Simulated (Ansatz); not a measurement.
YN with crystal.symmetry changed

Computed with the plane-wave PAW code Ansatz (scalar-relativistic, PAW set soft_2): r2SCAN, no spin polarisation, 500 eV cutoff, k-mesh 2×2×2 shifted by half a step. These are the settings of the reference run.

Cell:

```
cell
1.0
    -4.8957    4.8957   -4.8957
     4.8957    4.8957    4.8957
     4.8957   -4.8957   -4.8957
Y N
16 16
Direct
  0.2500 0.7500 0.0000
  0.0000 0.0000 0.0000
  0.5000 0.7500 0.7500
  0.7500 0.2500 0.0000
  0.2500 0.0000 0.7500
  0.5000 0.5000 0.0000
  0.0000 0.2500 0.7500
  0.7500 0.7500 0.5000
  0.5000 0.0000 0.5000
  0.7500 0.5000 0.7500
  0.0000 0.7500 0.2500
  0.2500 0.2500 0.5000
  0.0000 0.5000 0.5000
  0.7500 0.0000 0.2500
  0.5000 0.2500 0.2500
  0.2500 0.5000 0.2500
  0.2500 0.5000 0.7500
  0.0000 0.7500 0.7500
  0.5000 0.5000 0.5000
  0.7500 0.0000 0.7500
  0.2500 0.7500 0.5000
  0.5000 0.2500 0.7500
  0.0000 0.0000 0.5000
  0.7500 0.5000 0.2500
  0.5000 0.7500 0.2500
  0.7500 0.2500 0.5000
  0.0000 0.5000 0.0000
  0.2500 0.0000 0.2500
  0.0000 0.2500 0.2500
  0.7500 0.7500 0.0000
  0.5000 0.0000 0.0000
  0.2500 0.2500 0.0000
```

The reference run of this cell is solved again as a single point with these keys changed:

| key | reference run | changed run |
| --- | --- | --- |
| crystal.symmetry | not typed | {detect: false} |

**Question.** How does the changed run end?

**Answer.** 

```
                                    quantity  reference run  changed run
energy, changed less reference (meV an atom)              0          0.0
                              pressure (GPa)            0.1          0.1
                        largest force (eV/Å)           0.00         0.00
                        gap on the mesh (eV)           1.14         1.14
```

The results hardly move, so this setting matters little here, or the typed value is the one that the program takes anyway. It took 8 iterations.

Caveats: a single point, atoms not relaxed again; semilocal functionals make gaps too small and can close them.
